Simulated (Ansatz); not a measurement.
Crystal: MnF2.

```
Mn F
1.0
     4.87380    0.00000    0.00000
     0.00000    4.87380    0.00000
     0.00000    0.00000    3.31070
Mn F
2 4
Direct
  0.50000 0.50000 0.50000
  0.00000 0.00000 0.00000
  0.80530 0.19470 0.50000
  0.69470 0.69470 0.00000
  0.19470 0.80530 0.50000
  0.30530 0.30530 0.00000
```

Alike in all runs: program Ansatz 0.2.0; functional PBEsol; potentials or basis Ansatz PAW; cutoff 420 eV (not typed: the program's choice for these potentials); k mesh 6 × 6 × 8; occupations fermi-dirac, width 0.05 eV.

Starts and where they ended:

| start | free energy over the lowest (meV/atom) | net moment (μB) | site or absolute moments (μB) | gap |
| --- | --- | --- | --- | --- |
| collinear spin, ferromagnetic start of up to 4 μB | 19.6 | 10.00 | Mn +4.17; F +0.10 | 0.91 eV |
| collinear spin, antiferromagnetic start of up to 4 μB | 0.0 | 0.00 | Mn +4.13, -4.13; F -0.03, +0.03 | 2.01 eV |
| no spin polarisation | 1007.7 | - | - | none (metal or under the smearing width) |
| collinear spin, random start of up to 4.55 μB | 0.0 | 0.00 | Mn +4.13, -4.13; F -0.03, +0.03 | 2.01 eV |
| collinear spin, ferromagnetic start of up to 5.5 μB | 19.6 | 10.00 | Mn +4.17; F +0.10 | 0.91 eV |
| collinear spin, ferrimagnetic start of up to 4 μB | 0.0 | 0.00 | Mn +4.13, -4.13; F -0.03, +0.03 | 2.01 eV |

The spin-polarised runs without a constraint all converged, yet they end up to 20 meV/atom apart: a converged run can sit in a state that isn't the lowest. Allowing spin polarisation gains 1008 meV/atom. A still lower state may exist.

Caveats: the magnetic or orbital state may not be the lowest (some runs); the starting moments weren't kept (some runs); semilocal functionals often make such compounds metallic where correlation or magnetic order opens a gap, which also shifts bond lengths (some runs).
